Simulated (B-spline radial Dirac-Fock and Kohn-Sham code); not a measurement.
**The Ru-like isoelectronic sequence (44 electrons), Z = 52 to 63**

Level of theory: multi-electron Dirac-Fock with separately optimised hole states, Breit and Lamb-shift corrections added in first order; an atomic code on a B-spline grid. Binding energies in eV, tabulated ground configurations ([Kr] 4d8 throughout). Correlation and solid-state effects are left out.

```
  ion   2p1/2      3s   3p3/2  outermost level  NIST ionisation energy
 Te⁸⁺  4756.9  1150.6   962.2       169.0 (4d)               167 ± 2.2
  I⁹⁺  5018.7  1237.6  1039.7       198.6 (4d)               197 ± 2.2
Xe¹⁰⁺  5289.3  1328.4  1120.4       230.1 (4d)            229.02 ± 0.2
Cs¹¹⁺       ?       ?       ?                ?                       ?
Ba¹²⁺  5856.8  1521.2  1291.6       298.5 (4d)                 296 ± 3
La¹³⁺  6153.9  1623.2  1382.0       335.4 (4d)                 332 ± 3
Ce¹⁴⁺  6460.0  1729.0  1475.7       374.2 (4d)                 371 ± 3
Pr¹⁵⁺  6775.3  1838.5  1572.6       414.7 (4d)                 412 ± 3
Nd¹⁶⁺  7099.7  1951.8  1672.7       457.0 (4d)                 453 ± 3
Pm¹⁷⁺  7433.5  2069.0  1776.1       501.2 (4d)                 497 ± 3
Sm¹⁸⁺  7776.8  2190.0  1882.6       547.0 (4d)                 543 ± 3
Eu¹⁹⁺  8129.5  2314.9  1992.4       594.7 (4d)                 590 ± 4
```

Task: Fill in the row of Cs¹¹⁺.

Result: 2p1/2 5568.6, 3s 1423.0, 3p3/2 1204.4, outermost 263.4 (4d), NIST 261 ± 2.5 eV.

NIST's values are for the lowest levels; a dash marks a value that is missing or belongs to another shell. Their kind here: semi-empirical, theoretical. Where a p, d or f shell is open in either ion the computed value averages over both j values and all terms, while the table refers to the lowest levels; that difference holds spin-orbit splitting (largest in heavy or highly charged ions), term energies where several electrons share open shells, and correlation, and it can reach 10 % or more.
